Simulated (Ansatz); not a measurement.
H6OF4: a ladder of calculations

Cell of run 1: a Materials Project structure (computed, not necessarily an observed phase), atoms as given.

Space group P-1 (No. 2); a = 5.3864, b = 6.1136, c = 6.7937 Å, α = 101.98°, β = 113.15°, γ = 107.73°.

```csv
site,Wyckoff,site symmetry,x,y,z
H1,2i,1,0.5665,0.7708,0.0027
H3,2i,1,0.4008,0.5266,0.7609
H5,2i,1,0.7255,0.7606,0.8384
H7,2i,1,0.6075,0.1804,0.7493
H9,2i,1,0.8798,0.3078,0.6050
H11,2i,1,0.9129,0.8098,0.6146
O,2i,1,0.5994,0.6615,0.8938
F15,2i,1,0.5334,0.0991,0.8384
F17,2i,1,0.6979,0.3088,0.6200
F19,2i,1,0.1146,0.3195,0.5871
F21,2i,1,0.0722,0.0980,0.2379
```

One atom of each set is listed.

All runs are DFT with Ansatz 0.2.0 (plane waves and PAW, scalar-relativistic unless spin–orbit coupling is named, Γ-centred meshes, Fermi–Dirac smearing where given) in this cell.

Run 1: PBE, atoms as given; 420 eV, 5×4×4 k-points, smearing 0.02 eV.
Run 2: r2SCAN, atoms as given; 500 eV, 5×4×4 k-points, smearing 0.02 eV.
Run 3: PBEsol, atoms as given; 420 eV, 5×4×4 k-points, smearing 0.02 eV.

Problem. What does each run give, and what moves the gradients most?

Solution. 

```
run     O V_zz (η)  F15 V_zz (η)  F21 V_zz (η)
  1  -13.78 (0.07)  18.36 (0.22)  16.75 (0.31)
  2  -14.01 (0.07)  18.75 (0.20)  17.09 (0.29)
  3  -13.43 (0.07)  17.93 (0.23)  16.37 (0.32)
```

V_zz in 10²¹ V/m²; 3 of the 11 sets of like atoms are followed. Against run 1, the gradient tensors on these sites move by at most 0.43 in run 2 (F15), 0.44 in run 3 (F15).

In runs 1, 3 the atoms aren't at the calculated equilibrium (largest force 0.42, 0.56 eV/Å).
